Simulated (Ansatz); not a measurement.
Computed with DFT PBE, scalar-relativistic, plane waves, PAW (Ansatz). Settings: cutoff 420 eV, Γ-centred meshes spaced at most about 0.3 Å⁻¹, and about 0.25 Å⁻¹ or finer for metals (2π included), Gaussian smearing. No spin polarisation in the final relaxations.

All energies are static (0 K, no zero-point motion).

Two relaxed structures of Cd:

A.

```cif
data_structure
_symmetry_space_group_name_H-M 'P6_3/mmc'
_symmetry_Int_Tables_number 194
_cell_length_a 3.0187
_cell_length_b 3.0187
_cell_length_c 5.7991
_cell_angle_alpha 90.000
_cell_angle_beta 90.000
_cell_angle_gamma 120.000
_cell_volume 45.77
loop_
_atom_site_label
_atom_site_type_symbol
_atom_site_symmetry_multiplicity
_atom_site_Wyckoff_symbol
_atom_site_fract_x
_atom_site_fract_y
_atom_site_fract_z
_atom_site_occupancy
Cd1 Cd 2 c 0.66667 0.33333 0.75000 1
```

B.

```cif
data_structure
_symmetry_space_group_name_H-M 'Fddd:1'
_symmetry_Int_Tables_number 70
_cell_length_a 3.1793
_cell_length_b 5.1838
_cell_length_c 11.3514
_cell_angle_alpha 90.000
_cell_angle_beta 90.000
_cell_angle_gamma 90.000
_cell_volume 187.08
loop_
_atom_site_label
_atom_site_type_symbol
_atom_site_symmetry_multiplicity
_atom_site_Wyckoff_symbol
_atom_site_fract_x
_atom_site_fract_y
_atom_site_fract_z
_atom_site_occupancy
Cd1 Cd 8 b 0.50000 0.00000 0.00000 1
```

**Question.** Which form is favoured at zero pressure, and by what margin per atom?

**Answer.** A is lower, by 14 meV/atom. A has the hcp type, space group P6_3/mmc (No. 194), 22.9 Å³/atom and no gap on its mesh; B has space group Fddd (No. 70), 23.4 Å³/atom and no gap. Counting all near atoms (those within 1.25 times the shortest distance at each site; a plus sign parts nearer from farther groups), A has Cd 6+6 and B has Cd 10. In A, around Cd lie 6 Cd at 3.02 Å and 6 Cd at 3.38 Å. In B, Cd is surrounded by 10 Cd at 3.04–3.22 Å and 4 Cd at 3.93 Å. One comes from a distorted database cell, the other from an invented guess. The part of the Crystallography Open Database at hand lists Cd in space group No. 194; sharing a group (P6_3/mmc) doesn't make a cell the listed structure.

For metals, differences of a few meV/atom aren't resolved. Cells relaxed within their symmetry can be saddle points; a later kick test found a lower structure for Cd Fddd.
